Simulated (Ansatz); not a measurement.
# 3-layer 2H-WSe2 (2H stacking) in a perpendicular field

Wanted: the out-of-plane response of the 3-layer 2H-WSe2 (2H stacking). A positive field points along +c.

Program: Ansatz 0.2.0. Level of theory: plane-wave DFT, PBE-D3(BJ), Ansatz PAW. Results are calculated unless marked as measured.

Most raw output is cut from this account.

## Step 1: The starting structure

The cell holds 9 atoms: 6 Se and 3 W. Cell: a = 3.320 Å, b = 3.320 Å, c = 65.821 Å, α = 90.0°, β = 90.0°, γ = 120.0°. Regions: layer 1: 2H-WSe2, 3 atoms (2 Se and 1 W); layer 2: 2H-WSe2, 3 atoms (2 Se and 1 W); layer 3: 2H-WSe2, 3 atoms (2 Se and 1 W). Vacuum lies along c.

## Step 2: Relaxation

The starting cell is a guess, so the in-plane lattice and the atoms are relaxed first, with the slab cut off from its images along the normal.

The input, input.yaml:

```yaml
crystal:
  lattice:
    - [3.32, 0.0, 0.0]
    - [-1.66, 2.8752043406, 0.0]
    - [0.0, 0.0, 65.8210438029]
  atoms:
    - { symbol: Se, position: [0.3333333333, 0.6666666667, 0.3676635708] }
    - { symbol: W, position: [0.0, 0.0, 0.3960765807] }
    - { symbol: Se, position: [0.3333333333, 0.6666666667, 0.4244895906] }
    - { symbol: Se, position: [0.0, 0.0, 0.4715869901] }
    - { symbol: W, position: [0.3333333333, 0.6666666667, 0.5] }
    - { symbol: Se, position: [0.0, 0.0, 0.5284130099] }
    - { symbol: Se, position: [0.3333333333, 0.6666666667, 0.5755104094] }
    - { symbol: W, position: [0.0, 0.0, 0.6039234193] }
    - { symbol: Se, position: [0.3333333333, 0.6666666667, 0.6323364292] }
  periodic: [true, true, false]
kpoints:
  mp_grid: { grid: [12, 12, 1] }
hamiltonian:
  xc: pbe
  dispersion: d3bj
scf:
  occupations: { method: fermi_dirac, width: 0.05 }
  convergence: { dr2_threshold: 1.0e-09 }
relax:
  f_tol: 0.004
  max_steps: 90
  cell: {}
output:
  write_potential: true
  write_density: true
  volumetric_format: npy
```

Command:

```
$ ansatz run input.yaml --threads 4 --pin off --max-ram 16384MiB --backend cpu --events-out ev --progress --plain --runs-dir out
```

Run time: 6.7 min. Hardware: 4 threads of Arm Neoverse V1, shared host; peak memory 1.8 GiB.

The steps of the relaxation:

```csv
step,energy less that of the first step (eV),largest force component (eV/Å),volume (Å³)
1,0.0000,2.6309,628.31
2,-1.6945,0.1818,614.96
3,-1.7435,0.0695,610.24
4,-1.7708,0.0306,614.63
5,-1.7717,0.0561,612.09
6,-1.7753,0.0051,613.79
7,-1.7755,0.0251,613.67
8,-1.7756,0.0037,613.62
9*,-1.7748,0.0037,613.62
10,-1.7748,0.0001,613.71
11*,-1.7748,0.0001,613.71
```

Relaxation steps marked * repeat the geometry before them on a plane-wave basis chosen anew for their cell, so energy and pressure can jump there.

The run keeps the 12 symmetry operations that it works with, so distortions that break them were not tested.

```csv
cell as run,before,after,change
a (Å),3.320,3.281,-1.2 %
b (Å),3.320,3.281,-1.2 %
```

The atoms that moved most (Å, along periodic axes as changes of fractional coordinates times the final cell, across vacuum about the mean position):

```csv
atom,dx,dy,dz,length
Se1,0.000,0.000,0.625,0.625
Se9,0.000,0.000,-0.625,0.625
W2,0.000,0.000,0.441,0.441
W8,0.000,0.000,-0.441,0.441
Se3,0.000,0.000,0.255,0.255
Se7,0.000,0.000,-0.255,0.255
Se4,0.000,0.000,0.187,0.187
Se6,0.000,0.000,-0.187,0.187
```

The lattice constant a goes from 3.320 to 3.281 Å.

## Step 3: Atoms held, field 0, start network

A sawtooth potential applies the field, turning back in the middle of the vacuum. With the dipole correction the typed value is the field outside the slab. The induced dipole is small, so the SCF threshold is tight.

The cell differs from the one that the last finished run ended in (c 65.821 → 34.170 Å).

The input, input.yaml:

```yaml
crystal:
  lattice:
    - [3.281218096, 0.0, 0.0]
    - [-1.640609048, 2.8416182265, 0.0]
    - [0.0, 0.0, 34.1702538139]
  atoms:
    - { symbol: Se, position: [0.3333333333, 0.6666666667, 0.2633869812] }
    - { symbol: W, position: [0.0, 0.0, 0.3127105443] }
    - { symbol: Se, position: [0.3333333333, 0.6666666667, 0.3620140339] }
    - { symbol: Se, position: [0.0, 0.0, 0.4507280066] }
    - { symbol: W, position: [0.3333333333, 0.6666666667, 0.5] }
    - { symbol: Se, position: [0.0, 0.0, 0.5492719934] }
    - { symbol: Se, position: [0.3333333333, 0.6666666667, 0.6379859661] }
    - { symbol: W, position: [0.0, 0.0, 0.6872894557] }
    - { symbol: Se, position: [0.3333333333, 0.6666666667, 0.7366130188] }
kpoints:
  mp_grid: { grid: [18, 18, 1] }
  band_path:
    path: [[0, 0, 0], [0.5, 0, 0], [0.33333333, 0.33333333, 0], [0, 0, 0]]
    npoints: 16
hamiltonian:
  xc: pbe
  dispersion: d3bj
scf:
  occupations: { method: fermi_dirac, width: 0.02585 }
  convergence: { dr2_threshold: 1.0e-10 }
efield:
  axis: 3
  dipole_correction: true
  ramp_position: 0.97
  ramp_width: 0.06
  amplitude: 0
output:
  dos: { projected: true, e_range: [-6, 5] }
  write_potential: true
  write_density: true
  volumetric_format: npy
  elf: true
```

Run time: 70 s. Hardware: 4 threads; peak memory 1.5 GiB; 4.6 min of CPU time.

This step gave:

```
gap on the k-mesh                  : 1.100 eV
dipole along the normal            : 3.26e-7 e·Å
gap along the path                 : 1.085 eV
smallest direct gap along the path : 1.596 eV
ionisation energy, upper face      : 4.826 eV
electron affinity, upper face      : 3.741 eV
gap, the smaller of path and mesh  : 1.085 eV
```

Running mean over a fixed 2.7 Å (it still follows the layers) of the planar mean; the ramp of the sawtooth is left out. The electron's electrostatic potential energy less the Fermi level by z:

z (Å), electron's electrostatic potential energy less the Fermi level (eV) and a bar from the least value:
```
        4        4.3 ##############################
        5        4.3 ##############################
        6        4.3 ##############################
        7        3.3 ############################
        8       -0.2 #####################
        9       -4.7 ###########
       10      -10.0 #
       11      -10.2 
       12       -7.3 ######
       13       -1.9 #################
       14       -0.8 ###################
       15       -2.7 ################
       16       -8.7 ###
       17      -10.3 
       18       -9.4 ##
       19       -3.5 ##############
       20       -0.9 ###################
       21       -1.4 ##################
       22       -6.2 ########
       23      -10.2 
       24      -10.1 
       25       -5.9 #########
       26       -0.8 ###################
       27        2.8 ###########################
       28        4.2 ##############################
       29        4.3 ##############################
       30        4.3 ##############################
```

The density of states has structure finer than the step of the table below, so its rows give means over 0.2 eV, whole bins alone (the curve runs from -6 to 2.55 eV). Peaks (eV: height): -4.95: 18.7, -4.70: 17.6, -2.58: 14.7, -1.42: 14.8, 1.58: 18.8, 1.66: 18.9, 2.02: 19.0.

Table of density of states by energy, zero at the Fermi level of the run, which the smearing sets inside the gap; means over each step:

```csv
energy (eV),density of states (states/eV a cell)
-5.8,5.85
-5.6,4.88
-5.4,3.10
-5.2,7.20
-5.0,10.7
-4.8,7.18
-4.6,5.83
-4.4,4.91
-4.2,5.70
-4.0,9.07
-3.8,8.81
-3.6,6.14
-3.4,4.86
-3.2,6.82
-3.0,10.2
-2.8,11.2
-2.6,10.2
-2.4,7.96
-2.2,7.34
-2.0,5.56
-1.8,4.88
-1.6,9.58
-1.4,8.67
-1.2,4.54
-1.0,2.87
-0.8,1.32
-0.6,0.250
-0.4,0
-0.2,0
0.0,0
0.2,0
0.4,0
0.6,0.786
0.8,1.81
1.0,4.70
1.2,6.09
1.4,6.96
1.6,13.3
1.8,13.5
2.0,14.5
2.2,9.47
2.4,7.45
```

Projected DOS per atom over height of the atomic layer and energy from the Fermi level. Layers: Se W Se Se W Se Se W Se from below.

Ten even steps from '_' (0.00 states/eV) to '@' (2.85 states/eV), each cell a mean:
```
..++....==....++..
::@@::::@@::::@@::
::@@..::@@::..@@::
..==..__==__..==..
__..____..____..__
__________________
__________________
__________________
__________________
__--____--____--__
::**..::**::..**::
::::....::....::::
--::--::::::--::--
==--====--====--==
------------------
..::....::....::..
------------------
::::::::..::::::::
::::::::::::::::::
------::::::------
..................
::::::::::::::::::
```
Columns: height of the atomic layer (Å) from 9 to 25.2 (not evenly spaced); rows upwards: energy from the Fermi level (eV) from -5.96 to 2.5.

Electronic bands along the path, in eV, zero at the Fermi level of the run, which the smearing sets inside the gap:

```csv
point,band 66,band 67,band 68,band 69,band 70,band 71,band 72,band 73
Γ,-1.91,-1.44,-0.80,-0.52,2.18,2.18,2.20,2.20
halfway,-2.17,-1.80,-1.72,-1.70,0.93,1.20,1.54,1.55
M,-1.76,-1.75,-1.64,-1.54,1.71,1.73,1.75,1.90
halfway,-2.80,-1.27,-1.14,-1.04,1.43,1.49,1.53,2.08
K,-3.07,-0.89,-0.78,-0.68,0.92,0.93,0.93,1.50
halfway,-2.04,-1.59,-1.56,-1.55,0.58,0.89,1.24,1.61
Γ,-1.91,-1.44,-0.80,-0.52,2.18,2.18,2.20,2.20
```

Electrostatic potential energy in the ca plane at fractional y = 0.667, with atoms of Se and W within 0.2 Å of it. With pseudopotentials it is smooth inside the atoms' cores, unlike the true potential.

Ten even steps from '0' (-37 eV) to '9' (10 eV), each cell a mean:
```
99999999999999999999988655789999999876788888
99999999999999999999988655789999999876688888
99999999999999999998888766788889999987788777
99999999999999999865568888875568999998886323
99999999999999999755646888755655899999872000
99999999999999999657755898746765899999860000
99999999999999999656655898746765899999861000
99999999999999999854457888854557999999874101
99999999999999999987778777887678999988887656
```
Columns run along c (16.0 Å, from fractional 0.05 to 0.52 of the cell; values clipped at the 3rd and 97th percentile), rows up along a (3.3 Å). Atoms in or near the plane, at fractional coordinates: Se at (0.26, 0.33), Se at (0.36, 0.33), W at (0.50, 0.33).

Valence density in the ca plane at fractional y = 0.667, with atoms of Se and W within 0.2 Å of it. It is the smooth field of the valence electrons, not physical close to the nuclei.

Values in e/Å³, 5 rows by 16 columns, each cell a mean:
```
 0  0  0  0  0  0  0  0  0  0  0  0  0  0  0  0
 0  0  0  0  0  0  0  0  0  0  0  0  0  0  0  1
 0  0  0  0  0  0  1  7  0  0  7  1  0  0  1  4
 0  0  0  0  0  0  2 15  0  0 15  2  0  0  2  5
 0  0  0  0  0  0  0  1  0  0  1  0  0  0  1  1
```
Columns run along c (16.0 Å, from fractional 0.05 to 0.52 of the cell), rows up along a (3.3 Å). Atoms in or near the plane, at fractional coordinates: Se at (0.26, 0.33), Se at (0.36, 0.33), W at (0.50, 0.33).

ELF in the ca plane at fractional y = 0.667, with atoms of Se and W within 0.2 Å of it. It is the smooth field of the valence electrons, not physical close to the nuclei.

Ten even steps from '0' (0.00) to '9' (0.89), each cell a mean:
```
00000000000000000123432232234331003787764333
00000000000000000012221233122210004788765434
00000000000000012456653222256654102677763222
00000000000000257888886322578888511345643454
00000000000002479996577423676689830013325767
00000000000012589984257423663269940001237526
00000000000002589985367423674379930012236647
00000000000001368998787423587789720134433676
00000000000000135777775222367776301466653232
```
Columns run along c (16.0 Å, from fractional 0.05 to 0.52 of the cell), rows up along a (3.3 Å). Atoms in or near the plane, at fractional coordinates: Se at (0.26, 0.33), Se at (0.36, 0.33), W at (0.50, 0.33).

The gap is 1.08 eV, with the valence edge 4.83 eV and the conduction edge 3.74 eV under the upper vacuum level. Spin-orbit coupling, left out in this run, matters for the bands of elements this heavy.

## Step 4: Atoms held, field 0.05 V/Å

Changes to input.yaml since step 3:

```diff
@@ -31,5 +31,4 @@
   ramp_width: 0.06
-  amplitude: 0
+  amplitude: 0.05
 output:
-  dos: { projected: true, e_range: [-6, 5] }
   write_potential: true
@@ -37,2 +36 @@
   volumetric_format: npy
-  elf: true
```

The job ended after 73 s (4 threads; peak memory 1.4 GiB; 4.8 min of CPU time).

The dipole is 0.0433 e·Å, and the gap 1.081 eV.

## Step 5: Atoms held, field -0.05 V/Å

Changes to input.yaml since step 4:

```diff
@@ -31,3 +31,3 @@
   ramp_width: 0.06
-  amplitude: 0.05
+  amplitude: -0.05
 output:
```

It took 73 s on 4 threads; peak memory 1.4 GiB; 4.8 min of CPU time.

The dipole is -0.0433 e·Å, and the gap 1.081 eV.

## Step 6: Single point, field 0.1 V/Å

Changes to input.yaml since step 5:

```diff
@@ -29,5 +29,5 @@
   dipole_correction: true
-  ramp_position: 0.97
-  ramp_width: 0.06
-  amplitude: -0.05
+  ramp_position: 0.9678
+  ramp_width: 0.0644
+  amplitude: 0.1
 output:
```

Run time: 74 s. Hardware: 4 threads; peak memory 1.4 GiB.

The dipole is 0.0867 e·Å, and the gap 1.068 eV.

## Step 7: Single point, field -0.1 V/Å

Changes to input.yaml since step 6:

```diff
@@ -31,3 +31,3 @@
   ramp_width: 0.0644
-  amplitude: 0.1
+  amplitude: -0.1
 output:
```

Run time: 74 s. Hardware: 4 threads; peak memory 1.4 GiB.

The dipole is -0.0867 e·Å, and the gap 1.068 eV.

## Step 8: Single point, field 0.2 V/Å

Changes to input.yaml since step 7:

```diff
@@ -31,3 +31,3 @@
   ramp_width: 0.0644
-  amplitude: -0.1
+  amplitude: 0.2
 output:
```

It took 73 s on 4 threads; peak memory 1.4 GiB.

The dipole is 0.173 e·Å, and the gap 1.021 eV.

## Step 9: Atoms held, field -0.2 V/Å

Changes to input.yaml since step 8:

```diff
@@ -31,3 +31,3 @@
   ramp_width: 0.0644
-  amplitude: 0.2
+  amplitude: -0.2
 output:
```

Run time: 71 s. Hardware: 4 threads; peak memory 1.4 GiB; 4.7 min of CPU time.

The dipole is -0.173 e·Å, and the gap 1.021 eV.

## Step 10: Single point, field 0.3 V/Å

Changes to input.yaml since step 9:

```diff
@@ -29,5 +29,5 @@
   dipole_correction: true
-  ramp_position: 0.9678
-  ramp_width: 0.0644
-  amplitude: -0.2
+  ramp_position: 0.9657
+  ramp_width: 0.0686
+  amplitude: 0.3
 output:
```

Elapsed: 71 s, on 4 threads; peak memory 1.5 GiB; 4.7 min of CPU time.

The dipole is 0.260 e·Å, and the gap 0.949 eV.

## Step 11: Single point, field -0.3 V/Å

Changes to input.yaml since step 10:

```diff
@@ -31,3 +31,3 @@
   ramp_width: 0.0686
-  amplitude: 0.3
+  amplitude: -0.3
 output:
```

The job ended after 72 s (4 threads; peak memory 1.4 GiB; 4.7 min of CPU time).

The dipole is -0.260 e·Å, and the gap 0.949 eV.

## Step 12: Single point, field 0.4 V/Å

Changes to input.yaml since step 11:

```diff
@@ -29,5 +29,5 @@
   dipole_correction: true
-  ramp_position: 0.9657
-  ramp_width: 0.0686
-  amplitude: -0.3
+  ramp_position: 0.9385
+  ramp_width: 0.1229
+  amplitude: 0.4
 output:
```

It took 72 s on 4 threads; peak memory 1.4 GiB.

The dipole is 0.347 e·Å, and the gap 0.859 eV.

## Step 13: Single point, field -0.4 V/Å

Changes to input.yaml since step 12:

```diff
@@ -31,3 +31,3 @@
   ramp_width: 0.1229
-  amplitude: 0.4
+  amplitude: -0.4
 output:
```

The job ended after 75 s (4 threads; peak memory 1.4 GiB).

The dipole is -0.347 e·Å, and the gap 0.859 eV.

## Step 14: Response, atoms held

This step: plane-wave DFT, PBE-D3(BJ), Ansatz PAW; response to a field along the normal, atoms held (Ansatz 0.2.0).

The dipoles give the slope, and the difference of two potentials shows where the field is screened.

Numbers from this step:

| Quantity | Value |
| --- | --- |
| equivalent conductor thickness p/(ε₀AE) | 16.83 Å |
| distance between the outer atoms | 16.17 Å |

Table of dipole of the cell by applied field:

```csv
applied field (V/Å),dipole of the cell (e·Å)
-0.400,-0.347
-0.300,-0.260
-0.200,-0.173
-0.100,-0.0867
-0.050,-0.0433
0.000,0
0.050,0.0433
0.100,0.0867
0.200,0.173
0.300,0.260
0.400,0.347
```

Local field over the applied field, running mean. From the potentials at -0.05 and 0.05 V/Å; running mean over 2.8 Å. Table of local field over applied field by z:

```csv
z (Å),local field over applied field
4.5,0.998
5.0,0.994
5.5,0.982
6.0,0.952
6.5,0.885
7.0,0.765
7.5,0.614
8.0,0.451
8.5,0.292
9.0,0.163
9.5,0.0840
10.0,0.0498
10.5,0.0344
11.0,0.0359
11.5,0.0513
12.0,0.0810
12.5,0.135
13.0,0.194
13.5,0.230
14.0,0.236
14.5,0.217
15.0,0.169
15.5,0.108
16.0,0.0632
16.5,0.0407
17.0,0.0307
17.5,0.0358
18.0,0.0537
18.5,0.0898
19.0,0.148
19.5,0.204
20.0,0.233
20.5,0.235
21.0,0.210
21.5,0.156
22.0,0.0971
22.5,0.0588
23.0,0.0402
23.5,0.0327
24.0,0.0431
24.5,0.0685
25.0,0.130
25.5,0.243
26.0,0.395
26.5,0.559
27.0,0.716
27.5,0.850
28.0,0.935
28.5,0.975
29.0,0.991
29.5,0.997
```

Electrons, planar mean, per unit field. The induced electron density by z:

z (Å), induced electron density (e/Å³ per V/Å) and a bar from the least value:
```
        5    0.00002 ##############
        6    0.00019 ###############
        7    0.00126 ####################
        8    0.00352 ##############################
        9    0.00082 ##################
       10   -0.00064 ###########
       11    0.00030 ###############
       12   -0.00047 ############
       13   -0.00152 #######
       14    0.00052 ################
       15    0.00104 ###################
       16    0.00014 ###############
       17   -0.00008 ##############
       18    0.00021 ###############
       19   -0.00086 ##########
       20   -0.00122 ########
       21    0.00184 ######################
       22    0.00056 #################
       23   -0.00037 ############
       24    0.00054 ################
       25   -0.00075 ###########
       26   -0.00307 
       27   -0.00167 ######
       28   -0.00027 #############
       29   -0.00003 ##############
```

The smaller of the gaps on the path and on the k-mesh, counted as 0 under 0.03 eV. Table of gap by applied field:

```csv
applied field (V/Å),gap (eV)
-0.400,0.859
-0.300,0.949
-0.200,1.02
-0.100,1.07
-0.050,1.08
0.000,1.08
0.050,1.08
0.100,1.07
0.200,1.02
0.300,0.949
0.400,0.859
```

By hand: between -0.05 and 0.05 V/Å the dipole changes by 0.08669 e·Å, a slope of 0.8669 e·Å²/V. A perfect conductor of thickness t has p = ε₀AEt, so t = 180.95 × 0.8669 / 9.324 = 16.82 Å (e/ε₀ = 180.95 V·Å, A in Å²).

The induced dipole is that of a conductor 16.83 Å thick.

## Step 15: What came out

```json
{
 "gap without field": "1.08 eV",
 "ionisation energy, upper face": "4.83 eV",
 "electron affinity, upper face": "3.74 eV",
 "equivalent conductor thickness, atoms held": "16.8 Å"
}
```

In words: The induced dipole equals that of a perfect conductor 16.83 Å thick, while the outer atoms lie 16.17 Å apart; an out-of-plane ε follows only once a thickness t is chosen, by 1 − 1/ε = 16.83 Å / t. The gap goes from 1.08 eV to 0.86 eV at -0.4 V/Å. With the field reversed the gap is 0.86 eV at 0.4 V/Å. Semilocal functionals give gaps that are too small, and excitons are not included. Spin-orbit coupling is left out, which matters for the bands of elements this heavy.

[Logs are printed without paths, hosts, clocks, repeated set-up lines and the standing remarks that a program may print on its own settings, such as how far it seeks lower states.]

[Hosts, paths, dates, database ids (printed as entryN), source tags and the programs' standing remarks are cut or masked in the printed files.]

[Maps of the electrostatic potential energy from Ansatz leave out the sawtooth potential of an applied field or a dipole correction, so their vacuum need not be flat; planar profiles and work functions include it.]
